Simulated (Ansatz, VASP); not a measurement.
# One calculation of Ag, two programs

The input INCAR:

```
SYSTEM = Ag
PREC     = Accurate       ! precision mode
ENCUT    = 520            ! plane-wave cutoff, eV
EDIFF    = 1E-6           ! SCF threshold, eV
ISMEAR   = -1             ! smearing method
SIGMA    = 0.05           ! smearing width, eV
LREAL    = .False.        ! projectors in reciprocal space
LASPH    = .True.         ! aspherical terms in the spheres
NELM     = 150            ! most SCF steps
ALGO     = Fast           ! electronic algorithm
ISIF     = 2              ! what is computed and relaxed
LWAVE    = .False.        ! write WAVECAR
LCHARG   = .False.        ! write CHGCAR
MAGMOM   = 0 0 0          ! initial moments
LORBIT   = 11             ! projections on sites
LSORBIT  = .True.         ! spin-orbit coupling
GGA_COMPAT= .False.      
LORBMOM  = .True.       
LMAXMIX  = 4              ! l up to which the mixer works
GGA      = PE             ! functional
NBANDS   = 22             ! bands
```

The input KPOINTS:

```
regular mesh
0
Gamma
  11 11 11
  0 0 0
```

File POSCAR:

```
Ag
1.0
    0.0000000000      2.0427500000      2.0427500000
    2.0427500000      0.0000000000      2.0427500000
    2.0427500000      2.0427500000      0.0000000000
Ag
1
Direct
    0.0000000000      0.0000000000      0.0000000000
```

input.yaml

```yaml
crystal:
  lattice:
    - [0.0, 2.04275, 2.04275]
    - [2.04275, 0.0, 2.04275]
    - [2.04275, 2.04275, 0.0]
  atoms:
    - { symbol: Ag, position: [0.0, 0.0, 0.0] }
hamiltonian:
  xc: pbe
  pseudopotentials: { kind: paw_fr }
magnetization:
  noncollinear: true
  spin_orbit: true
kpoints:
  mp_grid: { grid: [11, 11, 11] }
  band_path:
    path:
      - [[0.0, 0.0, 0.0], [0.5, 0.0, 0.5], [0.5, 0.25, 0.75], [0.375, 0.375, 0.75], [0.0, 0.0, 0.0], [0.5, 0.5, 0.5], [0.625, 0.25, 0.625], [0.5, 0.25, 0.75], [0.5, 0.5, 0.5], [0.375, 0.375, 0.75]]
      - [[0.625, 0.25, 0.625], [0.5, 0.0, 0.5]]
    npoints: 14
scf:
  occupations: { method: fermi_dirac, width: 0.05 }
  n_extra_bands: 6
output:
  forces: true
  stress: true
  eigenvalues: true
  fatbands: false
```

Alike in both runs: functional PBE; k mesh 11 × 11 × 11; occupations fermi-dirac, width 0.05 eV; non-collinear spin, spin-orbit coupling.

|  | VASP | Ansatz |
| --- | --- | --- |
| version | VASP 6.6.1 | Ansatz 0.2.0 |
| potentials or method | VASP PAW PBE potentials, release 64 (Ag) | Ansatz PAW |
| plane-wave cutoff (eV) | 520 | 420 |
| valence electrons in the cell | 11 | 19 |
| task | single point | band structure |

|  | VASP | Ansatz | Ansatz less VASP |
| --- | --- | --- | --- |
| gap on the k mesh at the Fermi level (eV) | none | none | - |
| pressure (GPa) | 4.1 | 4.3 | +0.15 |
| net moment per atom (μB) | 0.00 | 0.00 | 0.000 |

A gap of «none» marks a metal or a gap that the smearing closes. The two sets of potentials don't hold the same shells in valence.
